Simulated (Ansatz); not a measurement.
Runs of Ansatz 0.2.0 on SiC. It takes space group P6_3mc (No. 186, hexagonal). The conventional cell has a = 3.076 Å, b = 3.076 Å, c = 10.071 Å, α = 90.00°, β = 90.00°, γ = 120.00°. Si (site symmetry 3m) has 4 C at 1.88 to 1.89 Å as nearest neighbours. Around Si (site symmetry 3m) lie 4 C at 1.88 to 1.89 Å. C (site symmetry 3m) has 4 Si at 1.88 to 1.89 Å as nearest neighbours. C (site symmetry 3m) has 4 Si at 1.88 to 1.89 Å as nearest neighbours. The cell is a database's computed one.

```csv
task,level,potentials or basis,k mesh,cutoff (eV),points for each segment of the path,gap on the mesh (eV),pressure (GPa),V0 of scaled cells (Å³/atom),B0 (GPa),largest force (eV/Å)
equation of state,PBE,Ansatz PAW earlier set,10 × 10 × 3,820,-,-,-,10.50,213,-
equation of state,PBE,Ansatz NC,10 × 10 × 3,1116,-,-,-,10.51,212,-
single point,PBE,Ansatz PAW,6 × 6 × 2,420,-,(a),3.9,-,-,0.01
band structure,SVWN5,Ansatz PAW,10 × 10 × 3,420,10,2.18,-4.0,-,-,-
equation of state,PBEsol+D4,Ansatz PAW,10 × 10 × 3,420,-,-,-,10.22,(c),-
equation of state,BLYP+D4,Ansatz PAW,10 × 10 × 3,420,-,-,-,(d),212,-
single point,PBE,Ansatz PAW,10 × 10 × 3,350,-,2.23,3.8,-,-,0.01
equation of state,rPW86-PBE,Ansatz PAW,10 × 10 × 3,420,-,-,-,10.68,201,-
band structure,BLYP,Ansatz PAW,10 × 10 × 3,420,10,(b),8.5,-,-,0.01
band structure,PBEsol,Ansatz PAW,10 × 10 × 3,420,10,2.12,0.5,-,-,-
```

Alike in all rows: no spin polarisation; cell as given; smearing fermi-dirac 0.05 eV.

Fill in the values left out.

(a) 2.22; (b) 2.53; (c) 226; (d) 10.30.

Caveats: the cell was scaled at fixed shape and fractional positions, which overstates the stiffness of a crystal with free parameters, most of all of layers and chains (some runs); the PAW data sets come from PBE, with cores solved anew for the run's functional, which leaves a small shift of forces and pressure (some runs); the potentials were made for another functional, which shifts forces and pressure (some runs); odd divisions of the mesh miss points on the zone boundary, where band edges often lie, so the gap on the mesh can be too wide (some runs); the cutoff lies under the one recommended for these potentials (some runs).

A k mesh can miss the band edges.
